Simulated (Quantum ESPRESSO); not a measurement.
# TePb (Pm-3m) in Quantum ESPRESSO: equation of state

How stiff is TePb in PBE, and what volume does it want? The cell is scaled to several volumes.

Everything below comes from runs of Quantum ESPRESSO 7.5. Logs are shortened: lines on timing, memory, paths and dates and some standing lists are left out, and cuts for length are marked.

## (1) The crystal as given

The structure is cubic, space group Pm-3m (No. 221). The conventional cell has a = 4.002 Å, b = 4.002 Å, c = 4.002 Å, α = 90.00°, β = 90.00°, γ = 90.00°. Around Pb (site symmetry m-3m) lie 8 Te at 3.47 Å. Around Te (site symmetry m-3m) lie 8 Pb at 3.47 Å.

Measurements of this composition are mostly on another form, of space group No. 225.

## (2) Single point, PBE, 30.13 Å³/atom

File pw.in:

```
&CONTROL
  calculation = 'scf'
  prefix = 'pwscf'
  outdir = './tmp'
  pseudo_dir = './pseudo'
  tprnfor = .true.
  tstress = .true.
  disk_io = 'nowf'
/
&SYSTEM
  ibrav = 0
  nat = 2
  ntyp = 2
  ecutwfc = 55
  ecutrho = 440
  nbnd = 16
  occupations = 'smearing'
  smearing = 'fd'
  degauss = 0.00367493
/
&ELECTRONS
  conv_thr = 4d-10
  electron_maxstep = 120
  mixing_beta = 0.5
/
ATOMIC_SPECIES
Pb   207.2000 Pb.pbe-dn-kjpaw_psl.0.2.2.UPF
Te   127.6000 Te_pbe_v1.uspp.F.UPF
CELL_PARAMETERS angstrom
   3.9205847483    0.0000000000    0.0000000000
   0.0000000000    3.9205847483    0.0000000000
   0.0000000000    0.0000000000    3.9205847483
ATOMIC_POSITIONS crystal
Pb     0.0000000000    0.0000000000    0.0000000000
Te     0.5000000000    0.5000000000    0.5000000000
K_POINTS automatic
7 7 7 0 0 0
```

Potentials or basis: SSSP 1.3 efficiency PBE.

Launch:

```bash
$ OMP_NUM_THREADS=1 pw.x -in pw.in > pw.out
```

pw.out:

```text
This program is part of the open-source Quantum ESPRESSO suite
     for quantum simulation of materials; please cite
         "P. Giannozzi et al., J. Phys.:Condens. Matter 21 395502 (2009);
         "P. Giannozzi et al., J. Phys.:Condens. Matter 29 465901 (2017);
         "P. Giannozzi et al., J. Chem. Phys. 152 154105 (2020);
     in publications or presentations arising from this work. More details at

     file Pb.pbe-dn-kjpaw_psl.0.2.2.UPF: wavefunction(s)  6S renormalized
     Message from routine setup:
     using ibrav=0 with symmetry is DISCOURAGED, use correct ibrav instead

     G-vector sticks info
     --------------------
     sticks:   dense  smooth     PW     G-vecs:    dense   smooth      PW
     Sum        1917     965    293                63317    22335    3695

     Using Slab Decomposition

     bravais-lattice index     =            0
     lattice parameter (alat)  =       7.4088  a.u.
     unit-cell volume          =     406.6766 (a.u.)^3
     number of atoms/cell      =            2
     number of atomic types    =            2
     number of electrons       =        20.00
     number of Kohn-Sham states=           16
     kinetic-energy cutoff     =      55.0000  Ry
     charge density cutoff     =     440.0000  Ry
     scf convergence threshold =      4.0E-10
     mixing beta               =       0.5000
     number of iterations used =            8  plain     mixing
     Exchange-correlation= SLA  PW   PBE  PBE
                           (   1   4   3   4   0   0   0)

     celldm(1)=   7.408831  celldm(2)=   0.000000  celldm(3)=   0.000000
     celldm(4)=   0.000000  celldm(5)=   0.000000  celldm(6)=   0.000000

     crystal axes: (cart. coord. in units of alat)
               a(1) = (   1.000000   0.000000   0.000000 )
               a(2) = (   0.000000   1.000000   0.000000 )
               a(3) = (   0.000000   0.000000   1.000000 )

     reciprocal axes: (cart. coord. in units 2 pi/alat)
               b(1) = (  1.000000  0.000000  0.000000 )
               b(2) = (  0.000000  1.000000  0.000000 )
               b(3) = (  0.000000  0.000000  1.000000 )

     PseudoPot. # 1 for Pb read from file:
     Pb.pbe-dn-kjpaw_psl.0.2.2.UPF
     Pseudo is Projector augmented-wave + core cor, Zval = 14.0
     Generated using "atomic" code by A. Dal Corso  v.5.0.99 svn rev. 10869
     Shape of augmentation charge: PSQ
     Using radial grid of 1281 points,  6 beta functions with:
                l(1) =   0
                l(2) =   0
                l(3) =   1
                l(4) =   1
                l(5) =   2
                l(6) =   2
     Q(r) pseudized with 0 coefficients

     PseudoPot. # 2 for Te read from file:
     Te_pbe_v1.uspp.F.UPF
     Pseudo is Ultrasoft + core correction, Zval =  6.0
     Generated by new atomic code, or converted to UPF format
     Using radial grid of  891 points,  5 beta functions with:
                l(1) =   0
                l(2) =   0
                l(3) =   1
                l(4) =   1
                l(5) =   2
     Q(r) pseudized with  6 coefficients,  rinner =    1.800   1.800   1.800
                                                       1.800   1.800

     atomic species   valence    mass     pseudopotential
     Pb               14.00   207.20000     Pb( 1.00)
     Te                6.00   127.60000     Te( 1.00)

     48 Sym. Ops., with inversion, found

   Cartesian axes

     site n.     atom                  positions (alat units)
         1        Pb     tau(   1) = (   0.0000000   0.0000000   0.0000000  )
         2        Te     tau(   2) = (   0.5000000   0.5000000   0.5000000  )

     number of k points=    20  Fermi-Dirac smearing, width (Ry)=  0.0037
                       cart. coord. in units 2pi/alat
        k(    1) = (   0.0000000   0.0000000   0.0000000), wk =   0.0058309
        k(    2) = (   0.0000000   0.0000000   0.1428571), wk =   0.0349854
        k(    3) = (   0.0000000   0.0000000   0.2857143), wk =   0.0349854
        k(    4) = (   0.0000000   0.0000000   0.4285714), wk =   0.0349854
        k(    5) = (   0.0000000   0.1428571   0.1428571), wk =   0.0699708
        k(    6) = (   0.0000000   0.1428571   0.2857143), wk =   0.1399417
[... 12 lines left out ...]
        k(   19) = (   0.2857143   0.4285714   0.4285714), wk =   0.1399417
        k(   20) = (   0.4285714   0.4285714   0.4285714), wk =   0.0466472

     Dense  grid:    63317 G-vectors     FFT dimensions: (  50,  50,  50)

     Smooth grid:    22335 G-vectors     FFT dimensions: (  36,  36,  36)

     Initial potential from superposition of free atoms

     starting charge      19.9974, renormalised to      20.0000
     Starting wfcs are   13 randomized atomic wfcs +    3 random wfcs

     Self-consistent Calculation

     iteration #  1     ecut=    55.00 Ry     beta= 0.50
     Davidson diagonalization with overlap
     ethr =  1.00E-02,  avg # of iterations =  5.2

     Threshold (ethr) on eigenvalues was too large:
     Diagonalizing with lowered threshold

     Davidson diagonalization with overlap
     ethr =  2.50E-04,  avg # of iterations =  5.6

     total energy              =    -897.06201426 Ry
     estimated scf accuracy    <       0.04847152 Ry

     iteration #  2     ecut=    55.00 Ry     beta= 0.50
     Davidson diagonalization with overlap
     ethr =  2.42E-04,  avg # of iterations =  2.5

     total energy              =    -897.07469669 Ry
     estimated scf accuracy    <       0.01479232 Ry

     iteration #  3     ecut=    55.00 Ry     beta= 0.50
     Davidson diagonalization with overlap
     ethr =  7.40E-05,  avg # of iterations =  2.4

     total energy              =    -897.07815988 Ry
     estimated scf accuracy    <       0.00048661 Ry

     iteration #  4     ecut=    55.00 Ry     beta= 0.50
     Davidson diagonalization with overlap
     c_bands:  1 eigenvalues not converged
     ethr =  2.43E-06,  avg # of iterations = 11.6

     total energy              =    -897.07908420 Ry
     estimated scf accuracy    <       0.00026272 Ry

     iteration #  5     ecut=    55.00 Ry     beta= 0.50
     Davidson diagonalization with overlap
     ethr =  1.31E-06,  avg # of iterations =  2.6

     total energy              =    -897.07911542 Ry
     estimated scf accuracy    <       0.00003912 Ry

     iteration #  6     ecut=    55.00 Ry     beta= 0.50
     Davidson diagonalization with overlap
     ethr =  1.96E-07,  avg # of iterations =  3.4

     total energy              =    -897.07912831 Ry
     estimated scf accuracy    <       0.00000744 Ry

     iteration #  7     ecut=    55.00 Ry     beta= 0.50
     Davidson diagonalization with overlap
     ethr =  3.72E-08,  avg # of iterations =  4.5

     total energy              =    -897.07913215 Ry
     estimated scf accuracy    <       0.00000025 Ry

     iteration #  8     ecut=    55.00 Ry     beta= 0.50
     Davidson diagonalization with overlap
     ethr =  1.27E-09,  avg # of iterations =  6.2

     total energy              =    -897.07913255 Ry
     estimated scf accuracy    <       0.00000065 Ry

     iteration #  9     ecut=    55.00 Ry     beta= 0.50
     Davidson diagonalization with overlap
     ethr =  1.27E-09,  avg # of iterations =  2.9

     total energy              =    -897.07913259 Ry
     estimated scf accuracy    <       0.00000002 Ry

     iteration # 10     ecut=    55.00 Ry     beta= 0.50
     Davidson diagonalization with overlap
     ethr =  9.18E-11,  avg # of iterations =  5.8

     total energy              =    -897.07913261 Ry
     estimated scf accuracy    <       0.00000004 Ry
[... 8 lines left out ...]
     iteration # 12     ecut=    55.00 Ry     beta= 0.50
     Davidson diagonalization with overlap
     ethr =  7.64E-11,  avg # of iterations =  4.3

     total energy              =    -897.07913261 Ry
     estimated scf accuracy    <          9.2E-09 Ry

     iteration # 13     ecut=    55.00 Ry     beta= 0.50
     Davidson diagonalization with overlap
     ethr =  4.59E-11,  avg # of iterations =  1.3

     total energy              =    -897.07913261 Ry
     estimated scf accuracy    <          1.4E-09 Ry

     iteration # 14     ecut=    55.00 Ry     beta= 0.50
     Davidson diagonalization with overlap
     ethr =  7.00E-12,  avg # of iterations =  5.5

     total energy              =    -897.07913261 Ry
     estimated scf accuracy    <          7.1E-09 Ry

     iteration # 15     ecut=    55.00 Ry     beta= 0.50
     Davidson diagonalization with overlap
     ethr =  7.00E-12,  avg # of iterations =  3.0

     total energy              =    -897.07913261 Ry
     estimated scf accuracy    <          5.5E-10 Ry

     iteration # 16     ecut=    55.00 Ry     beta= 0.50
     Davidson diagonalization with overlap
     ethr =  2.74E-12,  avg # of iterations =  3.5

     End of self-consistent calculation

          k = 0.0000 0.0000 0.0000 (  2801 PWs)   bands (ev):

    -7.9579  -7.9579  -7.8573  -7.8573  -7.8573  -3.4276   2.5709   7.4632
     7.4632   7.4632  13.0202  13.0202  14.8437  14.8437  14.8437  19.9235

          k = 0.0000 0.0000 0.1429 (  2837 PWs)   bands (ev):

    -7.9570  -7.9418  -7.8635  -7.8635  -7.8568  -3.2523   2.1637   7.3473
     7.6564   7.6564  13.1753  13.3005  14.2418  14.2418  14.5011  19.7131

          k = 0.0000 0.0000 0.2857 (  2798 PWs)   bands (ev):

    -7.9549  -7.9057  -7.8771  -7.8771  -7.8556  -2.7520   1.1414   7.5182
     8.1948   8.1948  11.5147  12.9220  12.9220  13.6230  16.9442  17.8126

          k = 0.0000 0.0000 0.4286 (  2810 PWs)   bands (ev):

    -7.9531  -7.8880  -7.8880  -7.8769  -7.8546  -2.0967   0.0885   8.2190
     8.8535   8.8535   9.8422  11.7431  11.7431  14.2229  16.4800  20.2521

          k = 0.0000 0.1429 0.1429 (  2803 PWs)   bands (ev):

    -7.9486  -7.9330  -7.8707  -7.8634  -7.8621  -3.0784   1.9234   6.5885
     7.8398   8.3406  12.1893  13.8817  13.9516  13.9671  15.1880  18.5541

          k = 0.0000 0.1429 0.2857 (  2791 PWs)   bands (ev):

    -7.9438  -7.8992  -7.8869  -7.8762  -7.8611  -2.5855   1.1598   6.3229
     8.3449   8.8024  10.6265  12.9004  13.4380  14.5188  17.1916  18.0280

          k = 0.0000 0.1429 0.4286 (  2809 PWs)   bands (ev):

    -7.9417  -7.8998  -7.8868  -7.8704  -7.8600  -1.9524   0.2392   6.8839
     8.0304   8.9413  10.6394  11.9095  12.2238  15.0340  17.4333  19.2320

          k = 0.0000 0.2857 0.2857 (  2806 PWs)   bands (ev):

    -7.9286  -7.9086  -7.8750  -7.8749  -7.8729  -2.1255   1.0463   5.2858
     7.8182   8.7400  10.7291  12.7109  13.6468  15.8637  17.3443  17.6386

          k = 0.0000 0.2857 0.4286 (  2801 PWs)   bands (ev):

    -7.9259  -7.9224  -7.8840  -7.8721  -7.8492  -1.5782   0.6356   5.3157
     6.3500   9.1545  11.6329  12.3458  12.8816  16.1439  17.6612  17.6820
[... 26 lines left out ...]
          k = 0.1429 0.2857 0.4286 (  2807 PWs)   bands (ev):

    -7.9230  -7.9059  -7.8931  -7.8794  -7.8479  -1.4658   0.7765   5.4666
     6.3988   8.1081  10.4603  12.1660  13.3049  16.5712  17.2477  18.0911

          k = 0.1429 0.4286 0.4286 (  2789 PWs)   bands (ev):

    -7.9418  -7.8957  -7.8903  -7.8898  -7.8259  -1.1177   1.1719   4.7366
     5.1513   8.4929  10.8978  11.9408  12.5238  16.4476  17.7136  18.4529

          k = 0.2857 0.2857 0.2857 (  2794 PWs)   bands (ev):

    -7.9072  -7.8971  -7.8971  -7.8726  -7.8726  -1.5954   1.2001   6.1064
     6.1064   7.2179  10.7241  10.7241  12.9036  17.4275  18.3656  18.3656

          k = 0.2857 0.2857 0.4286 (  2810 PWs)   bands (ev):

    -7.9197  -7.9102  -7.8956  -7.8716  -7.8419  -1.1838   1.1494   5.6805
     6.2565   6.9521   9.2013  11.0164  12.2344  17.9576  18.8744  19.1639

          k = 0.2857 0.4286 0.4286 (  2815 PWs)   bands (ev):

    -7.9320  -7.9091  -7.9081  -7.8561  -7.8251  -0.9171   1.5366   5.3729
     5.6093   7.1559   9.0879  10.0020  10.8088  18.9824  20.2811  20.7825

          k = 0.4286 0.4286 0.4286 (  2818 PWs)   bands (ev):

    -7.9253  -7.9227  -7.9227  -7.8244  -7.8244  -0.7356   1.9147   6.0013
     6.2893   6.2893   8.3783   8.3783   9.2195  21.6422  22.2856  22.2856

     the Fermi energy is     9.1126 ev

!    total energy              =    -897.07913261 Ry
     estimated scf accuracy    <          7.1E-11 Ry
     smearing contrib. (-TS)   =      -0.00119187 Ry
     internal energy E=F+TS    =    -897.07794074 Ry

     The total energy is F=E-TS. E is the sum of the following terms:
     one-electron contribution =     -35.24107231 Ry
     hartree contribution      =      32.43598489 Ry
     xc contribution           =     -58.80317995 Ry
     ewald contribution        =    -107.03148890 Ry
     one-center paw contrib.   =    -728.43818447 Ry

     convergence has been achieved in  16 iterations

     Forces acting on atoms (cartesian axes, Ry/au):

     atom    1 type  1   force =     0.00000000    0.00000000    0.00000000
     atom    2 type  2   force =     0.00000000    0.00000000    0.00000000

     Total force =     0.000000     Total SCF correction =     0.000000

     Computing stress (Cartesian axis) and pressure

          total   stress  (Ry/bohr**3)                   (kbar)     P=       26.46
   0.00017989   0.00000000   0.00000000           26.46        0.00        0.00
   0.00000000   0.00017989   0.00000000            0.00       26.46        0.00
   0.00000000   0.00000000   0.00017989            0.00        0.00       26.46

=------------------------------------------------------------------------------=
   JOB DONE.
=------------------------------------------------------------------------------=
```

It took 34 s on 1 thread of Intel Xeon Platinum 8488C (Sapphire Rapids), shared host; peak memory 0.27 GiB.

What came out:

- Free energy: -12205.3834 eV
- Pressure: 2.6 GPa
- Band gap on the k mesh: none (metal or under the smearing width)

## (3) Single point, PBE, 30.77 Å³/atom

Edit pw.in of step 2 so:

```diff
@@ -29,5 +29,5 @@
 CELL_PARAMETERS angstrom
-   3.9205847483    0.0000000000    0.0000000000
-   0.0000000000    3.9205847483    0.0000000000
-   0.0000000000    0.0000000000    3.9205847483
+   3.9481954097    0.0000000000    0.0000000000
+   0.0000000000    3.9481954097    0.0000000000
+   0.0000000000    0.0000000000    3.9481954097
 ATOMIC_POSITIONS crystal
```

Potentials or basis: SSSP 1.3 efficiency PBE.

Launch:

```bash
$ OMP_NUM_THREADS=1 pw.x -in pw.in > pw.out
```

It took 29 s on 1 thread of Intel Xeon Platinum 8488C (Sapphire Rapids), shared host; peak memory 0.27 GiB.

Results (log left out):

- Free energy: -12205.4010 eV
- Pressure: 1.6 GPa
- Band gap on the k mesh: none (metal or under the smearing width)

## (4) Single point, PBE, 31.41 Å³/atom

Edit pw.in of step 3 so:

```diff
@@ -29,5 +29,5 @@
 CELL_PARAMETERS angstrom
-   3.9481954097    0.0000000000    0.0000000000
-   0.0000000000    3.9481954097    0.0000000000
-   0.0000000000    0.0000000000    3.9481954097
+   3.9754252041    0.0000000000    0.0000000000
+   0.0000000000    3.9754252041    0.0000000000
+   0.0000000000    0.0000000000    3.9754252041
 ATOMIC_POSITIONS crystal
```

Launch:

```bash
$ OMP_NUM_THREADS=1 pw.x -in pw.in > pw.out
```

Run time: 35 s. Hardware: 1 thread of Intel Xeon Platinum 8488C (Sapphire Rapids), shared host; peak memory 0.28 GiB.

The run converged. Its results:

```yaml
Free_energy: -12205.4109 eV
Pressure: 0.7 GPa
Band_gap_on_the_k_mesh: none (metal or under the smearing width)
```

## (5) Single point, PBE, 32.05 Å³/atom

Edit pw.in of step 4 so:

```diff
@@ -29,5 +29,5 @@
 CELL_PARAMETERS angstrom
-   3.9754252041    0.0000000000    0.0000000000
-   0.0000000000    3.9754252041    0.0000000000
-   0.0000000000    0.0000000000    3.9754252041
+   4.0022870000    0.0000000000    0.0000000000
+   0.0000000000    4.0022870000    0.0000000000
+   0.0000000000    0.0000000000    4.0022870000
 ATOMIC_POSITIONS crystal
```

Launch:

```bash
$ OMP_NUM_THREADS=1 pw.x -in pw.in > pw.out
```

Wall time 30 s (1 thread of Intel Xeon Platinum 8488C (Sapphire Rapids), shared host); peak memory 0.29 GiB.

Results (log left out):

| Item | Value |
| --- | --- |
| Free energy | -12205.4137 eV |
| Pressure | -0.1 GPa |
| Band gap on the k mesh | none (metal or under the smearing width) |

## (6) Single point, PBE, 32.70 Å³/atom

Edit pw.in of step 5 so:

```diff
@@ -29,5 +29,5 @@
 CELL_PARAMETERS angstrom
-   4.0022870000    0.0000000000    0.0000000000
-   0.0000000000    4.0022870000    0.0000000000
-   0.0000000000    0.0000000000    4.0022870000
+   4.0287929844    0.0000000000    0.0000000000
+   0.0000000000    4.0287929844    0.0000000000
+   0.0000000000    0.0000000000    4.0287929844
 ATOMIC_POSITIONS crystal
```

Potentials or basis: SSSP 1.3 efficiency PBE.

Launch:

```bash
$ OMP_NUM_THREADS=1 pw.x -in pw.in > pw.out
```

It took 31 s on 1 thread of Intel Xeon Platinum 8488C (Sapphire Rapids), shared host; peak memory 0.29 GiB.

Results (log left out):

```
Free energy            : -12205.4100 eV
Pressure               : -0.9 GPa
Band gap on the k mesh : none (metal or under the smearing width)
```

## (7) Single point, PBE, 33.34 Å³/atom

Edit pw.in of step 6 so:

```diff
@@ -29,5 +29,5 @@
 CELL_PARAMETERS angstrom
-   4.0287929844    0.0000000000    0.0000000000
-   0.0000000000    4.0287929844    0.0000000000
-   0.0000000000    0.0000000000    4.0287929844
+   4.0549547108    0.0000000000    0.0000000000
+   0.0000000000    4.0549547108    0.0000000000
+   0.0000000000    0.0000000000    4.0549547108
 ATOMIC_POSITIONS crystal
```

Launch:

```bash
$ OMP_NUM_THREADS=1 pw.x -in pw.in > pw.out
```

It took 34 s on 1 thread of Intel Xeon Platinum 8488C (Sapphire Rapids), shared host; peak memory 0.3 GiB.

The run converged. Its results:

```
Free energy            : -12205.4005 eV
Pressure               : -1.6 GPa
Band gap on the k mesh : none (metal or under the smearing width)
```

(Part 1 of 2 ends here.)
